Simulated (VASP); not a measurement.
## WC (Qusongite): relaxation of cell and atoms with optPBE-vdW

The system is WC (Qusongite).

```xyz
2
Lattice="2.9065 0.0000 0.0000 -1.4532 2.5171 0.0000 0.0000 0.0000 2.8366" Properties=species:S:1:pos:R:3 pbc="T T T"
W     0.0000    0.0000    0.0000
C     1.4533    0.8390    1.4183
```

```json
{
  "Program": "VASP 6.6.1",
  "Task": "relaxation of cell and atoms",
  "Functional": "optPBE-vdW",
  "Potentials or basis": "VASP PAW PBE potentials, release 64 (W_sv, C)",
  "Cutoff": "600 eV",
  "k mesh": "10 × 10 × 9",
  "Occupations": "fermi-dirac, width 0.05 eV",
  "Spin": "no spin polarisation",
  "Further INCAR settings": "ALGO = Normal; EDIFF = 1e-07; IBRION = 2; EDIFFG = -0.01; NSW = 60; ISIF = 3"
}
```

```
Relaxed volume                         : 10.66 Å³/atom
Relaxed cell                           : a = 2.934 Å, b = 2.934 Å, c = 2.859 Å, α = 90.00°, β = 90.00°, γ = 120.00°
Space group after relaxing (to 0.05 Å) : P-6m2 (No. 187)
Energy gained by relaxing              : 9.0 meV/atom
Ionic steps                            : 10
Pressure after relaxing                : 0.0 GPa
Band gap on the k mesh                 : none (metal or under the smearing width)
```

Step by step:
```csv
step,energy change (eV),largest force (eV/Å),pressure (GPa),volume (Å³)
1,0.0000,0.0000,10.57,20.75
2,0.1027,0.0000,-23.01,22.88
3,-0.0178,0.0000,-0.26,21.32
4,-0.0179,0.0000,0.00,21.31
5,-0.0179,0.0000,0.20,21.30
6,-0.0179,0.0000,0.18,21.31
7,-0.0180,0.0000,0.18,21.30
8,-0.0180,0.0000,0.19,21.30
9,-0.0180,0.0000,-0.35,21.33
10,-0.0180,0.0000,0.01,21.31
```

Final structure:
```
CELL_PARAMETERS angstrom
2.93394 0.00000 0.00000
-1.46697 2.54087 0.00000
0.00000 0.00000 2.85881
ATOMIC_POSITIONS crystal
W 0.00000 0.00000 0.00000
C 0.66667 0.33333 0.50000
```

Levels at points of the mesh, in eV from the Fermi level:
| k point | band 7 | band 8 | band 9 | band 10 | band 11 | band 12 |
| --- | --- | --- | --- | --- | --- | --- |
| (0.00, 0.00, 0.00) | -3.23 | -3.23 | 0.09 | 3.09 | 3.09 | 5.43 |
| (0.50, 0.00, 0.00) | -3.48 | -3.41 | -0.47 | 2.25 | 4.32 | 4.63 |

It took 4.1 min on 1 thread of Intel(R) Xeon(R) Platinum 8375C CPU @ 2.90GHz (Ice Lake) (shared host), peak memory 0.29 GiB.

Caveat: the PAW data sets were made with another functional, which shifts forces and pressure a little. Spin-orbit coupling is left out, which matters for the levels of W.
